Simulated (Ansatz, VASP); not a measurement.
# One calculation of Al, two programs

INCAR

```
SYSTEM = Al
ALGO = Fast
EDIFF = 1E-6
ENCUT = 520
GGA = CA
ISIF = 2
ISMEAR = -1
LASPH = .True.
LCHARG = .False.
LREAL = .False.
LWAVE = .False.
NBANDS = 10
NELM = 60
PREC = Accurate
SIGMA = 0.1
```

KPOINTS

```
k-points
0
Gamma
  14 14 8
  0 0 0
```

The input POSCAR:

```
Al
1.0
    2.9451650130      0.0000000000      0.0000000000
   -1.4725825065      2.5505877196      0.0000000000
    0.0000000000      0.0000000000      4.7494221888
Al
2
Direct
    0.3333333333      0.6666666667      0.2500000000
    0.6666666667      0.3333333333      0.7500000000
```

Input for Ansatz:

```yaml
crystal:
  lattice:
    - [2.945165013, 0.0, 0.0]
    - [-1.4725825065, 2.5505877196, 0.0]
    - [0.0, 0.0, 4.7494221888]
  atoms:
    - { symbol: Al, position: [0.3333333333, 0.6666666667, 0.25] }
    - { symbol: Al, position: [0.6666666667, 0.3333333333, 0.75] }
hamiltonian:
  xc: lda
  pseudopotentials:
    kind: paw
    azcp:
      Al: "pseudopotentials/Al.paw.azcp"
basis:
  ecutwfc: 420
  fft_grid_basis: typed
kpoints:
  mp_grid: { grid: [14, 14, 8], shift: [0, 0, 0] }
magnetization:
  spin_polarized: false
scf:
  occupations: { method: fermi_dirac, width: 0.1 }
  lower_state_search: "off"
output:
  stress: true
```

Alike in both runs: task single point; functional LDA; k mesh 14 × 14 × 8; occupations fermi-dirac, width 0.1 eV; no spin polarisation.

```csv
,VASP,Ansatz
version,VASP 6.6.1,Ansatz 0.2.0
potentials or method,"VASP PAW LDA potentials, release 64 (Al)","plane waves (420 eV) with PAW, scalar-relativistic"
plane-wave cutoff (eV),520,420
valence electrons in the cell,6,6
```

|  | VASP | Ansatz | Ansatz less VASP |
| --- | --- | --- | --- |
| pressure (GPa) | -7.0 | -7.0 | -0.03 |
| largest component of the traceless stress (GPa) | 0.81 | 0.80 | -0.006 |

Ansatz warned: «pseudo_functional_mismatch».
